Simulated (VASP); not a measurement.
## HfO2: single point with PBE

The system is HfO2.

```xyz
12
Lattice="5.2195 0.0000 0.0000 0.0000 5.0048 0.0000 0.0000 0.0000 5.0327" Properties=species:S:1:pos:R:3 pbc="T T T"
Hf    5.0472    3.6661    3.7314
Hf    2.7820    3.6661    1.2151
Hf    2.4375    1.3387    3.7314
Hf    0.1723    1.3387    1.2151
O     3.2994    4.6477    4.4251
O     4.5298    4.6477    1.9087
O     1.2211    2.7020    2.4776
O     1.3886    2.7020    4.9939
O     3.9984    2.3028    4.9939
O     3.8308    2.3028    2.4776
O     0.6896    0.3571    4.4251
O     1.9201    0.3571    1.9087
```

Measurements of this composition are mostly on another form, of space group No. 14.

* Program: VASP 6.6.1
* Task: single point
* Functional: PBE
* Potentials or basis: VASP PAW PBE potentials, release 64 (Hf_pv, O)
* Cutoff: 520 eV
* k mesh: 5 × 6 × 5
* Occupations: gaussian, width 0.012 eV
* Spin: no spin polarisation

The pressure is 6.3 GPa. The largest force is 0.070 eV/Å and the band gap on the k mesh is 4.44 eV, indirect (least direct gap 4.65 eV).

Forces on the atoms (eV/Å):
```
Hf   0.006 -0.028  0.047
Hf  -0.006 -0.028  0.047
Hf   0.006  0.028  0.047
Hf  -0.006  0.028  0.047
O   -0.005 -0.025  0.006
O    0.005 -0.025  0.006
O    0.021  0.040 -0.053
O   -0.021  0.040 -0.053
O   -0.021 -0.040 -0.053
O    0.021 -0.040 -0.053
O   -0.005  0.025  0.006
O    0.005  0.025  0.006
```

Stress tensor (GPa, compression positive):
```
6.32 0.00 0.00
0.00 6.51 0.00
0.00 0.00 6.17
```

Levels at points of the mesh, in eV from the valence-band top:
```csv
k point,band 41,band 42,band 43,band 44,band 45,band 46,band 47,band 48
"(0.00, 0.00, 0.00)",-0.71,-0.21,-0.09,0.00,4.95,5.20,5.31,5.74
"(0.00, 0.50, 0.00)",-0.81,-0.41,-0.19,-0.13,4.52,4.90,4.98,5.61
```

Wall time 3.1 min on 1 thread of Intel(R) Xeon(R) Platinum 8488C (Sapphire Rapids), with other jobs on the host, peak memory 0.35 GiB.

Caveat: spin-orbit coupling is left out, which moves the levels of the heavy elements; an odd mesh through Γ misses points on the zone boundary, where band edges often lie.
